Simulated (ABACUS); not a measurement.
Runs of ABACUS 3.10.1 on HgTe (Coloradoite). It takes space group F-43m (No. 216, cubic). The conventional cell has a = 6.429 Å, b = 6.429 Å, c = 6.429 Å, α = 90.00°, β = 90.00°, γ = 90.00°. Around Hg (site symmetry -43m) lie 4 Te at 2.78 Å. Te (site symmetry -43m) is surrounded by 4 Hg at 2.78 Å. 

| level | gap on the mesh (eV) | pressure (GPa) |
| --- | --- | --- |
| SCAN | none | (a) |
| TPSS | none | (b) |
| SOGGA | none | 1.1 |
| PBEsol | none | 1.7 |
| BLYP | none | 7.8 |

Alike in all rows: task single point; potentials or basis SG15 ONCV 1.2 PBE, plane waves; no spin polarisation; cell as given; k mesh 7 × 7 × 7; cutoff (eV) 1129; smearing fermi-dirac 0.05 eV.

Q: Fill in the values left out.

A: (a) 0.7; (b) 3.8.

Caveats: the potentials were made for another functional, which shifts forces and pressure.

A k mesh can miss the band edges, and the runs leave out spin-orbit coupling on Hg, Te.

A gap of «none» marks a metal or a gap under the smearing width.
